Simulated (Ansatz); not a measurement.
ZnTe:
Space group F-43m (No. 216); a = b = c = 6.066 Å, α = β = γ = 90.00°

| atom | site | symmetry | x | y | z |
|---|---|---|---|---|---|
| Te | 4c | -43m | 0.2500 | 0.2500 | 0.2500 |
| Zn | 4a | -43m | 0.0000 | 0.0000 | 0.0000 |
(The calculation used a cell of 2 atoms; values per cell refer to that cell.)

Relaxed with DFT-PBEsol in the program Ansatz with PAW potentials. Indices refer to the conventional cell of F-43m, a = b = c = 6.066 Å, α = β = γ = 90.00°.

### Question
Simulate the powder diffraction pattern (Cu Kα, λ = 1.54184 Å; lines above 1 %) up to 2θ = 90°.

### Answer
Simulated powder pattern, Cu Kα, λ = 1.54184 Å (kinematic, ideal powder, no thermal factors, no anomalous dispersion; the 30 strongest lines at most, above 1 %, up to 2θ = 90°):

```
2θ (°)  d (Å)  I/Imax (%)          hkl
------  -----  ----------  -----------
25.43   3.502         100        (111)
29.45   3.033         6.7        (200)
42.14   2.145          72        (220)
49.86   1.829          47        (311)
52.24   1.751         1.8        (222)
61.11   1.516          12        (400)
67.28   1.392          19        (331)
69.27   1.356         2.5        (420)
77.02   1.238          23        (422)
82.66   1.167          14  (511)+(333)
```

Symmetry was held in the PBEsol relaxation. Spin–orbit coupling is left out wherever it is not named.

Potentials: the later of the program's two PAW sets.
